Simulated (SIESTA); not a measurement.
CaF2 (Fluorite) in SIESTA: the effect of basis

The system is CaF2 (Fluorite).

```
CELL_PARAMETERS angstrom
0.00000 2.73100 2.73100
2.73100 0.00000 2.73100
2.73100 2.73100 0.00000
ATOMIC_POSITIONS crystal
Ca 0.00000 0.00000 0.00000
F 0.75000 0.75000 0.75000
F 0.25000 0.25000 0.25000
```

Alike in all runs:

| Quantity | Value |
| --- | --- |
| Program | SIESTA 5.4.2 |
| Task | single point |
| Functional | PBE |
| Potentials or basis | PseudoDojo 0.4 standard (PBE files) |
| Grid cutoff | 800 Ry |
| Energy shift | 0.003 Ry |
| k mesh | 8 × 8 × 8 |
| Occupations | fermi-dirac, width 0.05 eV |
| Spin | no spin polarisation |

Q: One run gave: gap on the mesh 7.01 eV; pressure 2.1 GPa. Which basis did it use?
A. DZP
B. DZDP
C. TZDP
D. TZP
E. SZP

A: E.

| basis | gap on the mesh (eV) | pressure (GPa) |
| --- | --- | --- |
| SZP | 7.01 | 2.1 |
| DZP | 7.32 | 2.3 |
| DZDP | 7.32 | 2.2 |
| TZP | 7.29 | 2.0 |
| TZDP | 7.30 | 2.0 |

Caveats: the basis of atomic orbitals isn't converged, which shifts pressures, moduli and gaps.

A k mesh can miss the band edges.
